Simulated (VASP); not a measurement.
Here is a VASP 6.6.1 calculation.

The input INCAR:

```
PREC = Accurate
ENCUT = 600
EDIFF = 1E-7
ISMEAR = 0
SIGMA = 0.03
LREAL = False
LASPH = True
NELM = 80
ALGO = Normal
ISIF = 3
LWAVE = False
LCHARG = False
GGA = PS
IBRION = 2
NSW = 90
EDIFFG = -0.005
```

Contents of KPOINTS:

```
Automatic mesh
0
Gamma
  8 8 8
```

The input POSCAR:

```
CaSe                                    
1.0
   -0.0000000000      2.9384610340      2.9384610340
    2.9384610340     -0.0000000000      2.9384610340
    2.9384610340      2.9384610340      0.0000000000
  Ca              Se            
     1     1
Direct
     0.0000000000000000    0.0000000000000000    0.0000000000000000
     0.5000000000000000    0.5000000000000000    0.5000000000000000
```

Potentials or basis: VASP PAW PBE potentials, release 64 (Ca_sv, Se).

Command:

```sh
$ cat potpaw_PBE.64/Ca_sv/POTCAR potpaw_PBE.64/Se/POTCAR > POTCAR
$ mpirun -np 1 vasp_std > vasp.out
```

**Question.** Predict the band gap on the k mesh.

**Answer.** 1.88 eV, indirect (least direct gap 2.84 eV).

Final structure:
```yaml
crystal:
  lattice:
    - [0.00000, 2.93846, 2.93846]
    - [2.93846, 0.00000, 2.93846]
    - [2.93846, 2.93846, 0.00000]
  atoms:
    - { symbol: Ca, position: [0.00000, 0.00000, 0.00000] }
    - { symbol: Se, position: [0.50000, 0.50000, 0.50000] }
```

Caveat: the relaxation stopped at its first step, so nothing moved. A k mesh can miss the band edges.
